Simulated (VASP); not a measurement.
Write the native input for VASP 6.6.1 that does the following.

* Task: single point
* Functional: PBE
* Potentials or basis: VASP PAW PBE potentials, release 64 (In_d, Pd)
* Cutoff: 520 eV
* k mesh: 4 × 5 × 3
* Occupations: fermi-dirac, width 0.0548 eV
* Spin: no spin polarisation
* Dipole correction: no
* Further INCAR settings: ALGO = Fast; EDIFF = 1e-06; NBANDS = 56

The structure of InPd lies in POSCAR:

```
InPd
1.0
    5.0188428900      0.0000000000      0.0000000000
    0.0000000000      4.0920647000      0.0000000000
    0.0000000000      0.0000000000      7.6086113300
In Pd
4 4
Direct
    0.2500000000      0.5000000000      0.1813200000
    0.7500000000      0.5000000000      0.8186800000
    0.2500000000      0.0000000000      0.7592700000
    0.7500000000      0.0000000000      0.2407300000
    0.2500000000      0.0000000000      0.4183800000
    0.7500000000      0.0000000000      0.5816200000
    0.0000000000      0.5000000000      0.5000000000
    0.5000000000      0.5000000000      0.5000000000
```

The cell was built by a generator and needn't be a form met in nature.

One way to write it, as run:

INCAR

```
SYSTEM = InPd
ALGO     = Fast           ! electronic algorithm
EDIFF    = 1E-6           ! SCF threshold, eV
ENCUT    = 520            ! plane-wave cutoff, eV
GGA      = PE             ! functional
ISIF     = 2              ! what is computed and relaxed
ISMEAR   = -1             ! smearing method
LASPH    = .TRUE.         ! aspherical terms in the spheres
LCHARG   = .TRUE.         ! write CHGCAR
LELF     = .TRUE.         ! ELF
LREAL    = .FALSE.        ! projectors in reciprocal space
LVHAR    = .TRUE.       
LWAVE    = .FALSE.        ! write WAVECAR
NBANDS   = 56             ! bands
NELM     = 100            ! most SCF steps
PREC     = Accurate       ! precision mode
SIGMA    = 0.0548         ! smearing width, eV
```

KPOINTS

```
k-points
0
G
  4 5 3
  0 0 0
```

Potentials or basis: VASP PAW PBE potentials, release 64 (In_d, Pd).

Launch:

```console
$ cat potpaw_PBE.64/In_d/POTCAR potpaw_PBE.64/Pd/POTCAR > POTCAR
$ mpirun -np 1 vasp_std > vasp.out
```

It gave:

| Quantity | Value |
| --- | --- |
| Pressure | 23.0 GPa |
| Largest force | 3.033 eV/Å |
| Band gap on the k mesh | none (metal or under the smearing width) |

Caveat: so large a pressure means that the cell lies far from this level's equilibrium, or that cutoff or potentials fall short; forces of over 1 eV/Å show positions far from the minimum, so gaps and moduli don't describe the material at rest.

Run time: 3 min on 1 thread of Intel(R) Xeon(R) Platinum 8259CL CPU @ 2.50GHz (Skylake/Cascade Lake), with other jobs on the host, peak memory 0.31 GiB.
